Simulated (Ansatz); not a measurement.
Runs of Ansatz 0.2.0 on CoO. The structure is cubic, space group Pm-3m (No. 221). The conventional cell has a = 2.571 Å, b = 2.571 Å, c = 2.571 Å, α = 90.00°, β = 90.00°, γ = 90.00°. Co (site symmetry m-3m) has 8 O at 2.23 Å as nearest neighbours. Around O (site symmetry m-3m) lie 8 Co at 2.23 Å. Measurements of this composition are mostly on another form, of space group No. 225.

| level | spin | U | hubbard projectors | double counting | gap on the mesh (eV) | pressure (GPa) | moment (μB) |
| --- | --- | --- | --- | --- | --- | --- | --- |
| LDA+U | collinear, program default start | Co d U = 4 eV | ortho-atomic (the default) | fll (the default) | 1.47 | (a) | 3.00 |
| LDA | collinear, ferromagnetic start | - | - | - | none | -8.5 | 3.00 |
| LDA+U | off | Co d U = 4 eV | ortho-atomic (the default) | fll (the default) | none | -21.6 | - |
| LDA | collinear, random start | - | - | - | none | -8.5 | 3.00 |

Alike in all rows: task single point; potentials or basis Ansatz PAW; cell as given; k mesh 7 × 7 × 7; cutoff (eV) 420; smearing gaussian 0.05 eV.

Q: Fill in the values left out.

A: (a) 4.1.

Caveats: the PAW data sets come from PBE, with cores solved anew for the run's functional, which leaves a small shift of forces and pressure; a cell with one magnetic atom can't hold antiferromagnetic order, which such compounds often take (some runs); semilocal functionals often make such compounds metallic where correlation or magnetic order opens a gap, which also shifts bond lengths (some runs); the magnetic or orbital state may not be the lowest (some runs); odd divisions of the mesh miss points on the zone boundary, where band edges often lie, so the gap on the mesh can be too wide (some runs); an odd number of electrons without spin polarisation forces a metal (some runs); a magnetic or distorted state may lie lower (some runs).

A k mesh can miss the band edges.

A gap of «none» marks a metal or a gap under the smearing width.

Runs at the PBE level aren't shown here.
